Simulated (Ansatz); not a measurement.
CsBr:
```
CELL_PARAMETERS angstrom
      4.32371     0.00000     0.00000
      0.00000     4.32371     0.00000
      0.00000     0.00000     4.32371
ATOMIC_POSITIONS crystal
  Cs 0.00000 0.00000 0.00000
  Br 0.50000 0.50000 0.50000
```

Relaxed with r²SCAN. Special points in fractions of this cell's reciprocal vectors: Γ (0.000, 0.000, 0.000); X (0.000, 0.500, 0.000); M (0.500, 0.500, 0.000); R (0.500, 0.500, 0.500).

### Question
List the band energies nearest the valence-band maximum at these points for r²SCAN with spin–orbit coupling in the plane-wave PAW code Ansatz.

### Answer
In eV from the valence-band maximum; about four levels below and three above (degenerate sets whole), none deeper than 8.9 eV; points with the same levels are listed once.

| k | below | above |
|---|---|---|
| Γ | 0.00 0.00 0.00 0.00 | 5.02 5.02 5.26 5.26 5.26 5.26 |
| X | -0.48 -0.48 -0.21 -0.21 | 6.27 6.27 7.68 7.68 |
| M | -0.66 -0.66 -0.12 -0.12 | 5.67 5.67 5.94 5.94 |
| R | -1.17 -1.17 -1.17 -1.17 | 8.63 8.63 8.77 8.77 8.77 8.77 |

Space group Pm-3m (CsCl type). The r²SCAN relaxation kept the symmetry of its start.

Potentials: the later of the program's two PAW sets.
